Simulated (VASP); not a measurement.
# Dy (Im-3m) in VASP: further runs

The runs below take Dy through single point, with PBE.

Program: VASP 6.6.1. These are calculated values, not measurements. Logs are shortened: lines on timing, memory, paths and dates and some standing lists are left out, and cuts for length are marked.

## (1) The structure

It takes space group Im-3m (No. 229, cubic). The conventional cell has a = 4.001 Å, b = 4.001 Å, c = 4.001 Å, α = 90.00°, β = 90.00°, γ = 90.00°. Dy (site symmetry m-3m) is surrounded by 8 Dy at 3.46 Å.

This isn't the form of Dy at room conditions, which is hcp.

## (2) Single point, PBE, collinear spin, ferromagnetic start

INCAR reads:

```
SYSTEM = Dy
  ADDGRID = .False.
  ALGO = Normal
  EDIFF = 1E-6
  ENCUT = 400
  GGA = PE
  ISIF = 2
  ISMEAR = 0
  ISPIN = 2
  LASPH = .True.
  LCHARG = .False.
  LMAXMIX = 6
  LORBIT = 11
  LREAL = .False.
  LWAVE = .False.
  MAGMOM = 5
  NELM = 100
  PREC = Accurate
  SIGMA = 0.1
```

KPOINTS reads:

```
k-points
0
Gamma
  12 12 12
  0 0 0
```

POSCAR reads:

```
Dy
1.0
   -2.0003821482      2.0003821482      2.0003821482
    2.0003821482     -2.0003821482      2.0003821482
    2.0003821482      2.0003821482     -2.0003821482
Dy
1
Direct
    0.0000000000      0.0000000000      0.0000000000
```

Potentials or basis: VASP PAW PBE potentials, release 64 (Dy).

Command:

```bash
$ cat potpaw_PBE.64/Dy/POTCAR > POTCAR
$ mpirun -np 1 vasp_std > vasp.out
```

OUTCAR:

```text
SYSTEM = Dy
   EDIFF = 1E-6
   ENCUT = 400
   GGA = PE
   ISIF = 2
   ISMEAR = 0
   ISPIN = 2
   LASPH = .True.
   LORBIT = 11
   LREAL = .False.
   NELM = 100
   PREC = Accurate

 Found     72 irreducible k-points:

 Following reciprocal coordinates:
            Coordinates               Weight
  0.000000  0.000000  0.000000      1.000000
  0.083333  0.000000  0.000000     12.000000
  0.166667  0.000000  0.000000     12.000000
  0.250000  0.000000  0.000000     12.000000
  0.333333  0.000000  0.000000     12.000000
  0.416667  0.000000  0.000000     12.000000
   k-points           NKPTS =     72   k-points in BZ     NKDIM =     72   number of bands    NBANDS=     17
   number of dos      NEDOS =    301   number of ions     NIONS =      1
   total plane-waves  NPLWV =  13824
   dimension x,y,z NGX =    24 NGY =   24 NGZ =   24
   dimension x,y,z NGXF=    48 NGYF=   48 NGZF=   48
   ions per type =               1
   NGX,Y,Z   is equivalent  to a cutoff of  11.52, 11.52, 11.52 a.u.
   NGXF,Y,Z  is equivalent  to a cutoff of  23.03, 23.03, 23.03 a.u.
 SYSTEM =  Dy
   PREC   = accura    normal or accurate (medium, high low for compatibility)
   ISTART =      0    job   : 0-new  1-cont  2-samecut
   ICHARG =      2    charge: 1-file 2-atom 10-const
   ISPIN  =      2    spin polarized calculation?
   LNONCOLLINEAR =      F non collinear calculations
   LSORBIT =      F    spin-orbit coupling
   LASPH  =      T    aspherical Exc in radial PAW
   ENCUT  =  400.0 eV  29.40 Ry    5.42 a.u.   5.65  5.65  5.65*2*pi/ulx,y,z
   NELM   =    100;   NELMIN=  2; NELMDL= -5     # of ELM steps
   EDIFF  = 0.1E-05   stopping-criterion for ELM
   LREAL  =      F    real-space projection
   EDIFFG = 0.1E-04   stopping-criterion for IOM
   NSW    =      0    number of steps for IOM
   IBRION =     -1    ionic relax: 0-MD 1-quasi-New 2-CG
   NFREE  =      0    steps in history (QN), initial steepest desc. (CG)
   ISIF   =      2    stress and relaxation
   ISYM   =      2    0-nonsym 1-usesym 2-fastsym
   POTIM  = 0.5000    time-step for ionic-motion
   TEBEG  =    0.0;   TEEND  =   0.0 temperature during run
   PSTRESS=    0.0 pullay stress
   NELECT =      20.0000    total number of electrons
   NUPDOWN=      -1.0000    fix difference up-down
   EMIN   =  10.00;   EMAX   =-10.00  energy-range for DOS
   EFERMI =   0.00;   METHOD = LEGACY
   ISMEAR =     0;   SIGMA  =   0.10  broadening in eV -4-tet -1-fermi 0-gaus
   EFERMI_NEDOS =   21; number of points for ismear=-14 and -15
   IALGO  =     38    algorithm
   IMIX   =      4    mixing-type and parameters
     AMIX     =   0.40;   BMIX     =  1.00
     AMIX_MAG =   1.60;   BMIX_MAG =  1.00
  volume/ion in A,a.u.               =      32.02       216.07
  Fermi-wavevector in a.u.,A,eV,Ry     =   1.399432  2.644543 26.645792  1.958410
  Thomas-Fermi vector in A             =   2.522492
   LORBIT       =     11    0 simple, 1 ext, 2 COOP (PROOUT), +10 PAW based schemes
   GGA     = PE    functional components
   LHFCALC =     F    Hartree Fock is set to
   AEXX    =    0.0000 exact exchange contribution
   IVDW    =     0    specifies the selected vdW correction
   LEPSILON=     F    determine dielectric tensor
   LRPA    =     F    only Hartree local field effects (RPA)
 spin polarized calculation
 Gauss-broadening in eV      SIGMA  =   0.10
  energy-cutoff  :      400.00
  volume of cell :       32.02
 maximum number of plane-waves:       603
   NGX = 11   NGY = 11   NGZ = 11

 number of electron      20.0000013 magnetization       4.4633894

 Free energy of the ion-electron system (eV)
  ---------------------------------------------------
  ext. energy  EPLUGINS =         0.00000000
  ---------------------------------------------------
  free energy    TOTEN  =        -7.91240341 eV

  energy without entropy =       -7.88720985  energy(sigma->0) =       -7.89980663

 E-fermi :   2.8489     XC(G=0): -10.0663

 val. band max:        2.8473822226   @ k =  -0.4167   0.4167   0.4167
 cond. band min:       2.8493494616   @ k =  -0.4167   0.5000   0.3333
 fundamental gap:      0.0019672390
 Fermi energy:         2.8489252949

 spin component 1

 k-point     1 :       0.0000    0.0000    0.0000
  band No.  band energies     occupation
      1     -44.1752      1.00000
      2     -19.7130      1.00000
      3     -19.7130      1.00000
      4     -19.7130      1.00000
      5      -2.2476      1.00000
      6      -0.4388      1.00000
[... 9 lines left out ...]
     16       6.9889      0.00000
     17       6.9889      0.00000

 k-point     2 :       0.0833    0.0000    0.0000
  band No.  band energies     occupation
      1     -44.1713      1.00000
      2     -19.7609      1.00000
      3     -19.7276      1.00000
      4     -19.7131      1.00000
      5      -2.0463      1.00000
      6      -0.4449      1.00000
[... 9 lines left out ...]
     16       6.7707      0.00000
     17       6.9939      0.00000

 k-point     3 :       0.1667    0.0000    0.0000
  band No.  band energies     occupation
      1     -44.1607      1.00000
      2     -19.8903      1.00000
      3     -19.7678      1.00000
      4     -19.7139      1.00000
      5      -1.4800      1.00000
      6      -0.4616      1.00000
[... 9 lines left out ...]
     16       6.5435      0.00000
     17       7.0332      0.00000

 k-point     4 :       0.2500    0.0000    0.0000
  band No.  band energies     occupation
      1     -44.1461      1.00000
      2     -20.0613      1.00000
      3     -19.8223      1.00000
      4     -19.7149      1.00000
      5      -0.6733      1.00000
      6      -0.4809      1.00000
[... 9 lines left out ...]
     16       6.7174      0.00000
     17       7.1541      0.00000

 k-point     5 :       0.3333    0.0000    0.0000
  band No.  band energies     occupation
      1     -44.1315      1.00000
      2     -20.2257      1.00000
      3     -19.8761      1.00000
      4     -19.7160      1.00000
      5      -0.5041      1.00000
      6      -0.4746      1.00000
[... 9 lines left out ...]
     16       7.3759      0.00000
     17       7.9577      0.00000

 k-point     6 :       0.4167    0.0000    0.0000
  band No.  band energies     occupation
      1     -44.1208      1.00000
      2     -20.3428      1.00000
      3     -19.9151      1.00000
      4     -19.7170      1.00000
      5      -0.5173      1.00000
      6      -0.4853      1.00000
[... 9 lines left out ...]
     16       7.6399      0.00000
     17       9.2597      0.00000

 [... further k-points ...]

 spin component 2

 k-point     1 :       0.0000    0.0000    0.0000
  band No.  band energies     occupation
      1     -42.1699      1.00000
      2     -18.2594      1.00000
      3     -18.2594      1.00000
      4     -18.2593      1.00000
      5      -2.1378      1.00000
      6       2.5843      0.99991
[... 9 lines left out ...]
     16       7.5573      0.00000
     17       7.5573      0.00000

 k-point     2 :       0.0833    0.0000    0.0000
  band No.  band energies     occupation
      1     -42.1653      1.00000
      2     -18.3160      1.00000
      3     -18.2762      1.00000
      4     -18.2596      1.00000
      5      -1.9286      1.00000
      6       2.5802      0.99993
[... 9 lines left out ...]
     16       7.3161      0.00000
     17       7.5619      0.00000

 k-point     3 :       0.1667    0.0000    0.0000
  band No.  band energies     occupation
      1     -42.1527      1.00000
      2     -18.4683      1.00000
      3     -18.3224      1.00000
      4     -18.2606      1.00000
      5      -1.3432      1.00000
      6       2.5676      0.99997
[... 9 lines left out ...]
     16       7.0756      0.00000
     17       7.6029      0.00000

 k-point     4 :       0.2500    0.0000    0.0000
  band No.  band energies     occupation
      1     -42.1354      1.00000
      2     -18.6681      1.00000
      3     -18.3849      1.00000
      4     -18.2620      1.00000
      5      -0.5149      1.00000
      6       2.5579      0.99998
[... 9 lines left out ...]
     16       7.2755      0.00000
     17       7.7317      0.00000

 k-point     5 :       0.3333    0.0000    0.0000
  band No.  band energies     occupation
      1     -42.1181      1.00000
      2     -18.8589      1.00000
      3     -18.4463      1.00000
      4     -18.2635      1.00000
      5       0.2981      1.00000
      6       2.5909      0.99987
[... 9 lines left out ...]
     16       7.9715      0.00000
     17       8.5526      0.00000

 k-point     6 :       0.4167    0.0000    0.0000
  band No.  band energies     occupation
      1     -42.1053      1.00000
      2     -18.9941      1.00000
      3     -18.4907      1.00000
      4     -18.2648      1.00000
      5       0.7749      1.00000
      6       2.6501      0.99754
[... 9 lines left out ...]
     16       8.2661      0.00000
     17       9.8989      0.00000

 [... further k-points ...]
[... 5 lines left out ...]
  --------------------------------------------------------------------------------------
  -------------------------------------------------------------------------------------
  Total        0.1792139      0.1792139      0.1792139      0.0000000      0.0000000      0.0000000
  in kB        8.9677486      8.9677486      8.9677486      0.0000000      0.0000000      0.0000000
  external PRESSURE =       8.9677486 kB  Pullay stress =       0.0000000 kB

 VOLUME and BASIS-vectors are now :
 -----------------------------------------------------------------------------
  energy-cutoff  :      400.00
  volume of cell :       32.02
      direct lattice vectors                 reciprocal lattice vectors
    -2.000382148  2.000382148  2.000382148     0.000000000  0.249952241  0.249952241
     2.000382148 -2.000382148  2.000382148     0.249952241  0.000000000  0.249952241
     2.000382148  2.000382148 -2.000382148     0.249952241  0.249952241  0.000000000

 POSITION                                       TOTAL-FORCE (eV/Angst)
 -----------------------------------------------------------------------------------
      0.00000      0.00000      0.00000        -0.000000      0.000000      0.000000
 -----------------------------------------------------------------------------------
    total drift:                                0.000000      0.000000      0.000000

  FREE ENERGIE OF THE ION-ELECTRON SYSTEM (eV)
  ---------------------------------------------------
  free  energy   TOTEN  =        -7.9124034146 eV

  energy  without entropy=       -7.8872098452  energy(sigma->0) =       -7.89980663

 total charge

# of ion       s       p       d       f       tot
--------------------------------------------------
    1        2.163   5.808   0.474   9.343  17.789

 magnetization (x)

# of ion       s       p       d       f       tot
--------------------------------------------------
    1        0.007  -0.064   0.005   4.492   4.440
```

It took 67 s on 1 thread of Intel Xeon Platinum 8488C (Sapphire Rapids), shared host; peak memory 0.18 GiB.

The run converged, but some of its settings lie outside the range that counts as converged, so its numbers aren't taken as properties of the crystal.

What came out:

```yaml
Free_energy: -7.9124 eV
Pressure: 0.9 GPa
Band_gap_on_the_k_mesh: none (metal or under the smearing width)
Net_moment: 4.46 μB per cell
Site_moments: Dy +4.44 μB
Valence_electrons_inside_the_program's_atomic_spheres: Dy 17.79
```

Caveat: the cutoff is under 1.25 times the usual one of these potentials, so pressure, stress and relaxed cells hold a basis-set (Pulay) error; the magnetic or orbital state may not be the lowest; spin-orbit coupling is left out, which moves the levels of the heavy elements.

## (3) Single point, PBE, collinear spin, ferromagnetic start

INCAR: that of step 2 with these lines changed.

```diff
@@ -18,2 +18,2 @@
   PREC = Accurate
-  SIGMA = 0.1
+  SIGMA = 0.05
```

KPOINTS is that of step 2.

POSCAR is that of step 2.

Potentials or basis: VASP PAW PBE potentials, release 64 (Dy).

Command:

```bash
$ cat potpaw_PBE.64/Dy/POTCAR > POTCAR
$ mpirun -np 1 vasp_std > vasp.out
```

Run time: 68 s. Hardware: 1 thread of Intel Xeon Platinum 8488C (Sapphire Rapids), shared host; peak memory 0.19 GiB.

These settings aren't checked as converged: the numbers below hold their error.

What came out:

* Free energy: -7.9025 eV
* Pressure: 0.8 GPa
* Band gap on the k mesh: none (metal or under the smearing width)
* Net moment: 4.42 μB per cell
* Site moments: Dy +4.42 μB
* Valence electrons inside the program's atomic spheres: Dy 17.79

Caveat: the cutoff is under 1.25 times the usual one of these potentials, so pressure, stress and relaxed cells hold a basis-set (Pulay) error; the magnetic or orbital state may not be the lowest; spin-orbit coupling is left out, which moves the levels of the heavy elements.

## (4) Single point, PBE, collinear spin, ferromagnetic start

INCAR: that of step 3 with these lines changed.

```diff
@@ -18,2 +18,2 @@
   PREC = Accurate
-  SIGMA = 0.05
+  SIGMA = 0.02
```

KPOINTS is that of step 3.

POSCAR is that of step 3.

Command:

```bash
$ cat potpaw_PBE.64/Dy/POTCAR > POTCAR
$ mpirun -np 1 vasp_std > vasp.out
```

Run time: 69 s. Hardware: 1 thread of Intel Xeon Platinum 8488C (Sapphire Rapids), shared host; peak memory 0.19 GiB.

These settings aren't checked as converged: the numbers below hold their error.

Results:

```
Free energy                                           : -7.8994 eV
Pressure                                              : 0.8 GPa
Band gap on the k mesh                                : none (metal or under the smearing width)
Net moment                                            : 4.40 μB per cell
Site moments                                          : Dy +4.41 μB
Valence electrons inside the program's atomic spheres : Dy 17.79
```

Caveat: the cutoff is under 1.25 times the usual one of these potentials, so pressure, stress and relaxed cells hold a basis-set (Pulay) error; the magnetic or orbital state may not be the lowest; spin-orbit coupling is left out, which moves the levels of the heavy elements.

## (5) For comparison

An earlier run on the cell as given: functional PBE; potentials or basis VASP PAW PBE potentials, release 64 (Dy); cutoff 520 eV; k mesh 9 × 9 × 9; occupations fermi-dirac, width 0.05 eV; collinear spin, ferromagnetic start; starting moments [5.0] μB.

- Pressure: 1.6 GPa
- Band gap on the k mesh: none (metal or under the smearing width)
- Net moment: 4.47 μB per cell
- Site moments: Dy +4.44 μB
- Valence electrons inside the program's atomic spheres: Dy 17.79
